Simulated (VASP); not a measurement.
Pt:

```xyz
2
Lattice="0.0000 2.6240 2.6240 2.6240 0.0000 2.6240 2.6240 2.6240 0.0000" Properties=species:S:1:pos:R:3 pbc="T T T"
Pt    2.6240    2.6240    2.6240
Pt    3.9360    3.9360    3.9360
```

The cell was built by a generator and needn't be a form met in nature.

* Program: VASP 6.6.1
* Task: relaxation of cell and atoms
* Functional: r2SCAN
* Potentials or basis: VASP PAW PBE potentials, release 64 (Pt)
* Cutoff: 600 eV
* k mesh: 6 × 6 × 6
* Occupations: gaussian, width 0.1 eV
* Spin: no spin polarisation

At the start: pressure 64.9 GPa; volume 18.07 Å³/atom.

Question: How do energy, volume and symmetry change on relaxing?

Answer: Over 5 steps the energy falls by 844.0 meV/atom and the volume is 23.44 Å³/atom (+29.7 %); space group Fd-3m (No. 227, to 0.05 Å).

Step by step:
```tsv
step	energy change (eV)	largest force (eV/Å)	pressure (GPa)	volume (Å³)
1	0.0000	0.0000	64.88	36.13
2	2.1959	0.0000	-14.30	89.50
3	-1.6053	0.0000	-7.35	50.30
4	-1.6756	0.0000	-3.10	48.19
5	-1.6881	0.0000	0.17	46.87
```

Final structure:
```xyz
2
Lattice="0.0000 2.8617 2.8617 2.8617 0.0000 2.8617 2.8617 2.8617 0.0000" Properties=species:S:1:pos:R:3 pbc="T T T"
Pt    2.8617    2.8617    2.8617
Pt    4.2926    4.2926    4.2926
```

Caveat: the volume moved by over 15 % at a fixed basis, so the end points are rough; the PAW data sets were made with another functional, which shifts forces and pressure a little.
